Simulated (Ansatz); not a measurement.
(110) slab cut from the bulk of SnO₂, 15 Å of vacuum:

```
CELL_PARAMETERS angstrom
3.21207 0.00000 0.00000
0.00000 6.74434 0.00000
0.00000 0.00000 25.11651
ATOMIC_POSITIONS crystal
Sn 0.00000 0.50000 0.29861
Sn 0.50000 0.00000 0.29861
O 0.50000 0.30628 0.29861
O 0.50000 0.69372 0.29861
O 0.00000 0.00000 0.35063
O 0.00000 0.50000 0.38085
Sn 0.00000 0.00000 0.43287
Sn 0.50000 0.50000 0.43287
O 0.50000 0.80628 0.43287
O 0.50000 0.19372 0.43287
O 0.00000 0.50000 0.48489
O 0.00000 0.00000 0.51511
Sn 0.00000 0.50000 0.56713
Sn 0.50000 0.00000 0.56713
O 0.50000 0.30628 0.56713
O 0.50000 0.69372 0.56713
O 0.00000 0.00000 0.61915
O 0.00000 0.50000 0.64937
Sn 0.00000 0.00000 0.70139
Sn 0.50000 0.50000 0.70139
O 0.50000 0.80628 0.70139
O 0.50000 0.19372 0.70139
```

Theory: DFT PBEsol, scalar-relativistic, plane waves, PAW (Ansatz 0.2.0). Plane waves to 420 eV, a k mesh through Γ of 8×4×1 on the computed 22-atom cell and Gaussian smearing (0.05 eV); no spin polarisation. A dipole correction removes the field between periodic images along c.

This base run converges in 9 iterations with a largest force of 1.691 eV/Å and a work function of 3.77 eV on the top face.

One setting at a time is then changed, some of them on purpose to poor values; changes count from the base run, energies are extrapolated to zero smearing, atoms stay where they are, and risky runs are capped at 50 to 100 iterations. The slab isn't stoichiometric (Sn4O7).

Problem. What happens with cutoff 120 eV?

Solution. It converges in 17 iterations; ΔE (meV/atom) +67525.6, Δφ top (eV) +5.23, largest force (eV/Å) 6.610, largest change of a force (eV/Å) 7.004.

Problem. What happens with cutoff 300 eV?

Solution. It converges in 9 iterations; ΔE (meV/atom) +305.4, Δφ top (eV) +0.01, largest force (eV/Å) 1.658, largest change of a force (eV/Å) 0.062.

Problem. What happens with n_extra_bands = 30?

Solution. It converges in 9 iterations; ΔE (meV/atom) 0.0, Δφ top (eV) 0.00, largest force (eV/Å) 1.691, largest change of a force (eV/Å) 0.000.

Problem. What happens with k mesh 1×1×1?

Solution. It converges in 11 iterations; ΔE (meV/atom) +762.3, largest force (eV/Å) 2.589, largest change of a force (eV/Å) 2.444.

Problem. What happens with vacuum of 7 Å?

Solution. It converges in 9 iterations; ΔE (meV/atom) -0.3, Δφ top (eV) -0.14, largest force (eV/Å) 1.680, largest change of a force (eV/Å) 0.010.

In some of the runs (cutoff 120, vacuum 7) charge leaks into the vacuum, so their work functions can be off.

Cost: 8 runs of about 3.1 core-minutes in all, on AMD EPYC 9R45 (Zen 5) (shared hosts).